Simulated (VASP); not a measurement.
Here is a VASP 6.6.1 calculation.

Contents of INCAR:

```
SYSTEM = WC
PREC = Accurate ; ENCUT = 520
EDIFF = 1E-6 ; ISMEAR = 0
SIGMA = 0.017 ; LREAL = .FALSE.
LASPH = .TRUE. ; NELM = 60
ALGO = Normal ; ISIF = 2
LWAVE = .FALSE. ; LCHARG = .FALSE.
GGA = PE
```

Contents of KPOINTS:

```
regular mesh
0
G
  10 10 9
  0 0 0
```

File POSCAR:

```
WC
1.0
    2.9065000000      0.0000000000      0.0000000000
   -1.4532500000      2.5171028361      0.0000000000
    0.0000000000      0.0000000000      2.8366000000
W C
1 1
Direct
    0.0000000000      0.0000000000      0.0000000000
    0.6666666667      0.3333333333      0.5000000000
```

Potentials or basis: VASP PAW PBE potentials, release 64 (W_sv, C).

The run is started by

```bash
$ cat potpaw_PBE.64/W_sv/POTCAR potpaw_PBE.64/C/POTCAR > POTCAR
$ mpirun -np 1 vasp_std > vasp.out
```

Estimate the band gap on the k mesh.

none (metal or under the smearing width).

What does it give for the pressure?

6.7 GPa.

Stress tensor (GPa, compression positive):
```
6.94 0.00 0.00
0.00 6.94 0.00
0.00 0.00 6.29
```

Spin-orbit coupling is left out, which matters for the levels of W.
